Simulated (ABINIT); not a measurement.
Mg: band structure with r2SCAN

Mg:

```
CELL_PARAMETERS angstrom
3.20930 0.00000 0.00000
-1.60465 2.77934 0.00000
0.00000 0.00000 5.21030
ATOMIC_POSITIONS crystal
Mg 0.66667 0.33333 0.75000
Mg 0.33333 0.66667 0.25000
```

- Program: ABINIT 10.8.3 (patched build)
- Task: band structure
- Functional: r2SCAN
- Potentials or basis: JTH PAW LDA v2.0
- Cutoff: 490 eV
- k mesh: 10 × 10 × 5
- Occupations: fermi-dirac, width 0.05 eV
- Spin: no spin polarisation
- Fine-grid cutoff: 979.61 eV

The band gap on the k mesh is none (metal or under the smearing width). The valence electrons inside the program's atomic spheres are Mg 8.20 (radii [1.0063] Å).

Levels at the corners of the path, in eV from the Fermi level:
| point | band 7 | band 8 | band 9 | band 10 | band 11 | band 12 | band 13 | band 14 |
| --- | --- | --- | --- | --- | --- | --- | --- | --- |
| Γ | -44.19 | -44.19 | -7.38 | -1.92 | -1.24 | 11.56 | 11.56 | 11.75 |
| M | -44.20 | -44.19 | -2.38 | -2.23 | 2.76 | 3.05 | 3.51 | 3.95 |
| K | -44.20 | -44.20 | -0.82 | -0.63 | -0.63 | 4.32 | 4.32 | 4.54 |
| Γ | -44.19 | -44.19 | -7.38 | -1.92 | -1.24 | 11.56 | 11.56 | 11.75 |
| A | -44.19 | -44.19 | -5.91 | -5.91 | 5.31 | 5.31 | 12.30 | 12.30 |
| L | -44.20 | -44.20 | -1.27 | -1.27 | -0.43 | -0.43 | 8.41 | 8.41 |
| H | -44.20 | -44.20 | 0.13 | 0.13 | 0.57 | 0.57 | 1.80 | 1.80 |
| A | -44.19 | -44.19 | -5.91 | -5.91 | 5.31 | 5.31 | 12.30 | 12.30 |

Run time: 110 s on 1 thread of Arm Neoverse V1, on a shared host, peak memory 0.13 GiB.
